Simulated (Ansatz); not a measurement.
Runs of Ansatz 0.2.0 on HfB2. The structure is cubic, space group Fm-3m (No. 225). Conventional cell: a = 5.432 Å, b = 5.432 Å, c = 5.432 Å, α = 90.00°, β = 90.00°, γ = 90.00°. Around Hf (site symmetry m-3m) lie 8 B at 2.35 Å. B (site symmetry -43m) has 4 Hf at 2.35 Å as nearest neighbours. The cell was built by a generator and needn't be a form met in nature.

| share of exact exchange | gap on the mesh (eV) | pressure (GPa) |
| --- | --- | --- |
| 0.05 | none | -0.6 |
| 0.3 | none | -2.2 |
| 0.25 | none | -1.9 |
| 0.1 | none | -0.9 |
| 0.5 | none | (b) |
| 0.2 | none | -1.6 |
| 0.15 | none | (a) |
| 0.4 | none | (c) |

Alike in all rows: task single point; level HSE06 form with a typed share of exact exchange; potentials or basis Ansatz PAW; no spin polarisation; cell as given; k mesh 5 × 5 × 5; cutoff (eV) 420; smearing fermi-dirac 0.05 eV; the mesh is coarse, so values aren't converged.

Task: Fill in the values left out.

Result: (a) -1.3; (b) -3.3; (c) -2.8.

Caveats: all runs use coarse meshes; the PAW data sets come from PBE, with cores solved anew for the run's functional, which leaves a small shift of forces and pressure; the thresholds are loose for stress.

A k mesh can miss the band edges, and the runs leave out spin-orbit coupling on Hf.

A gap of «none» marks a metal or a gap under the smearing width.
